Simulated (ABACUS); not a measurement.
Crystal: BN.

```
N B
1.0
     0.00000    1.81300    1.81300
     1.81300    0.00000    1.81300
     1.81300    1.81300    0.00000
N B
1 1
Direct
  0.25000 0.25000 0.25000
  0.00000 0.00000 0.00000
```

The cell is a database's computed one.

Program: ABACUS 3.10.1. Alike in all runs: task single point; potentials or basis SG15 ONCV 1.2 PBE, DZP LCAO (the cutoffs set its grid); no spin polarisation; cell as given; k mesh 6 × 6 × 6; cutoff (eV) 1361; smearing fermi-dirac 0.05 eV; the mesh is coarse, so values aren't converged. Hardware: 8 threads of Intel(R) Xeon(R) 6975P-C (Granite Rapids), on a shared host.

Problem. Order these runs on this cell by their wall time, lowest first.
A. level PBE0-type (share 0.1); share of exact exchange 0.1; threshold of the auxiliary basis 0.001; range of the exchange potential (exx_ccp_rmesh_times) 2.5
B. level PBE0-type (share 0.4); share of exact exchange 0.4; threshold of the auxiliary basis 0.001; range of the exchange potential (exx_ccp_rmesh_times) 2.5
C. level PBE
D. level PBE0-type (share 0.25); share of exact exchange 0.25; threshold of the auxiliary basis 0.001; range of the exchange potential (exx_ccp_rmesh_times) 2.5

Solution. C (1.8 s), A (77 s), B (160 s), D (400 s).

Caveats: all runs use coarse meshes; the atomic orbitals were generated for these runs and aren't a published set.
